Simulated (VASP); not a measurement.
Input of a VASP 6.6.1 run:

The input INCAR:

```
SYSTEM = Ga2O3
PREC = Accurate ; ENCUT = 520
EDIFF = 1E-6 ; ISMEAR = 0
SIGMA = 0.03 ; LREAL = .False.
LASPH = .True. ; NELM = 80
ALGO = Normal ; ISIF = 2
LWAVE = .False. ; LCHARG = .False.
METAGGA = R2SCAN ; LMIXTAU = .True.
NBANDS = 55 ; KPAR = 4
```

File KPOINTS:

```
Automatic mesh
0
Gamma
  10 10 6
  0 0 0
```

POSCAR

```
Ga2O3                                   
1.0
    6.1372135066     -1.5245740791      0.0077636024
    6.1372135066      1.5245740791      0.0077636024
   -1.3856956690      0.0000000000      5.6439506799
  Ga              O             
     4     6
Direct
     0.0904460712728817    0.0904460712728817    0.7951699098881900
     0.9095539287271183    0.9095539287271183    0.2048300901118099
     0.6587144043756198    0.6587144043756198    0.3141629936152404
     0.3412855956243802    0.3412855956243802    0.6858370063847595
     0.1652143760921523    0.1652143760921523    0.1093128317958439
     0.8347856239078477    0.8347856239078477    0.8906871682041562
     0.1732094773292245    0.1732094773292245    0.5628329862863374
     0.8267905226707757    0.8267905226707757    0.4371670137136625
     0.4962355413631818    0.4962355413631818    0.2560002972435891
     0.5037644586368184    0.5037644586368184    0.7439997027564108
```

File KPOINTS_OPT:

```
explicit points
78
Reciprocal
 0.0000000000  0.5000000000  0.0000000000 1
 0.0000000000  0.4444444444  0.0000000000 1
 0.0000000000  0.3888888889  0.0000000000 1
 0.0000000000  0.3333333333  0.0000000000 1
 0.0000000000  0.2777777778  0.0000000000 1
 0.0000000000  0.2222222222  0.0000000000 1
 0.0000000000  0.1666666667  0.0000000000 1
 0.0000000000  0.1111111111  0.0000000000 1
 0.0000000000  0.0555555556  0.0000000000 1
 0.0000000000  0.0000000000  0.0000000000 1
 0.0000000000  0.0000000000  0.0000000000 1
 0.0000000000  0.0000000000 -0.0555555556 1
 0.0000000000  0.0000000000 -0.1111111111 1
 0.0000000000  0.0000000000 -0.1666666667 1
 0.0000000000  0.0000000000 -0.2222222222 1
 0.0000000000  0.0000000000 -0.2777777778 1
 0.0000000000  0.0000000000 -0.3333333333 1
 0.0000000000  0.0000000000 -0.3888888889 1
 0.0000000000  0.0000000000 -0.4444444444 1
 0.0000000000  0.0000000000 -0.5000000000 1
 0.0000000000  0.5000000000 -0.5000000000 1
 0.0000000000  0.4444444444 -0.4444444444 1
 0.0000000000  0.3888888889 -0.3888888889 1
 0.0000000000  0.3333333333 -0.3333333333 1
 0.0000000000  0.2777777778 -0.2777777778 1
 0.0000000000  0.2222222222 -0.2222222222 1
 0.0000000000  0.1666666667 -0.1666666667 1
 0.0000000000  0.1111111111 -0.1111111111 1
 0.0000000000  0.0555555556 -0.0555555556 1
 0.0000000000  0.0000000000  0.0000000000 1
 0.0000000000  0.0000000000  0.0000000000 1
-0.0555555556 -0.0555555556  0.0555555556 1
-0.1111111111 -0.1111111111  0.1111111111 1
-0.1666666667 -0.1666666667  0.1666666667 1
-0.2222222222 -0.2222222222  0.2222222222 1
-0.2777777778 -0.2777777778  0.2777777778 1
-0.3333333333 -0.3333333333  0.3333333333 1
-0.3888888889 -0.3888888889  0.3888888889 1
-0.4444444444 -0.4444444444  0.4444444444 1
-0.5000000000 -0.5000000000  0.5000000000 1
-0.5000000000  0.0000000000  0.5000000000 1
-0.4444444444  0.0000000000  0.4444444444 1
-0.3888888889  0.0000000000  0.3888888889 1
-0.3333333333  0.0000000000  0.3333333333 1
-0.2777777778  0.0000000000  0.2777777778 1
-0.2222222222  0.0000000000  0.2222222222 1
-0.1666666667  0.0000000000  0.1666666667 1
-0.1111111111  0.0000000000  0.1111111111 1
-0.0555555556  0.0000000000  0.0555555556 1
 0.0000000000  0.0000000000  0.0000000000 1
 0.0000000000  0.0000000000  0.0000000000 1
-0.0555555556 -0.0555555556  0.0000000000 1
-0.1111111111 -0.1111111111  0.0000000000 1
-0.1666666667 -0.1666666667  0.0000000000 1
-0.2222222222 -0.2222222222  0.0000000000 1
-0.2777777778 -0.2777777778  0.0000000000 1
-0.3333333333 -0.3333333333  0.0000000000 1
-0.3888888889 -0.3888888889  0.0000000000 1
-0.4444444444 -0.4444444444  0.0000000000 1
-0.5000000000 -0.5000000000  0.0000000000 1
-0.5000000000  0.0000000000  0.0000000000 1
-0.4444444444  0.0000000000  0.0000000000 1
-0.3888888889  0.0000000000  0.0000000000 1
-0.3333333333  0.0000000000  0.0000000000 1
-0.2777777778  0.0000000000  0.0000000000 1
-0.2222222222  0.0000000000  0.0000000000 1
-0.1666666667  0.0000000000  0.0000000000 1
-0.1111111111  0.0000000000  0.0000000000 1
-0.0555555556  0.0000000000  0.0000000000 1
 0.0000000000  0.0000000000  0.0000000000 1
 0.0000000000  0.0000000000  0.0000000000 1
 0.0000000000  0.5000000000 -0.5000000000 1
-0.5000000000 -0.5000000000  0.0000000000 1
-0.5000000000  0.0000000000  0.5000000000 1
-0.5000000000  0.0000000000  0.0000000000 1
 0.0000000000  0.5000000000  0.0000000000 1
 0.0000000000  0.0000000000 -0.5000000000 1
-0.5000000000 -0.5000000000  0.5000000000 1
```

Potentials or basis: VASP PAW PBE potentials, release 64 (Ga_d, O).

Run with:

```bash
$ cat potpaw_PBE.64/Ga_d/POTCAR potpaw_PBE.64/O/POTCAR > POTCAR
$ mpirun -np 4 vasp_std > vasp.out
```

**Question.** Estimate the pressure.

**Answer.** 0.4 GPa.

**Question.** Estimate the largest force.

**Answer.** 0.085 eV/Å.

**Question.** What does it give for the band gap on the k mesh?

**Answer.** 2.95 eV, indirect (least direct gap 2.98 eV).

Levels at the corners of the path, in eV from the valence-band top:
| point | band 41 | band 42 | band 43 | band 44 | band 45 | band 46 | band 47 | band 48 |
| --- | --- | --- | --- | --- | --- | --- | --- | --- |
| X | -0.73 | -0.70 | -0.44 | -0.14 | 6.32 | 7.25 | 7.95 | 8.22 |
| Γ | -0.65 | -0.47 | -0.27 | -0.01 | 2.97 | 6.33 | 7.36 | 7.46 |
| Γ | -0.65 | -0.47 | -0.27 | -0.01 | 2.97 | 6.33 | 7.36 | 7.46 |
| Y | -0.66 | -0.62 | -0.46 | -0.29 | 5.35 | 5.47 | 7.41 | 7.91 |
| L | -1.11 | -1.06 | -0.72 | -0.66 | 7.61 | 7.64 | 8.54 | 8.73 |
| Γ | -0.65 | -0.47 | -0.27 | -0.01 | 2.97 | 6.33 | 7.36 | 7.46 |
| Γ | -0.65 | -0.47 | -0.27 | -0.01 | 2.97 | 6.33 | 7.36 | 7.46 |
| Z | -0.62 | -0.58 | -0.58 | 0.00 | 5.78 | 5.91 | 6.91 | 7.22 |
| N | -1.11 | -1.06 | -0.72 | -0.66 | 7.61 | 7.64 | 8.54 | 8.73 |
| Γ | -0.65 | -0.47 | -0.27 | -0.01 | 2.97 | 6.33 | 7.36 | 7.46 |
| Γ | -0.65 | -0.47 | -0.27 | -0.01 | 2.97 | 6.33 | 7.36 | 7.46 |
| M | -0.66 | -0.64 | -0.40 | -0.16 | 5.13 | 5.40 | 6.46 | 7.26 |
| R | -0.73 | -0.70 | -0.44 | -0.14 | 6.32 | 7.25 | 7.95 | 8.22 |
| Γ | -0.65 | -0.47 | -0.27 | -0.01 | 2.97 | 6.33 | 7.36 | 7.46 |

Caveat: the PAW data sets were made with another functional, which shifts forces and pressure a little. r2SCAN opens gaps a little over a GGA but as a rule still falls short of measured ones.
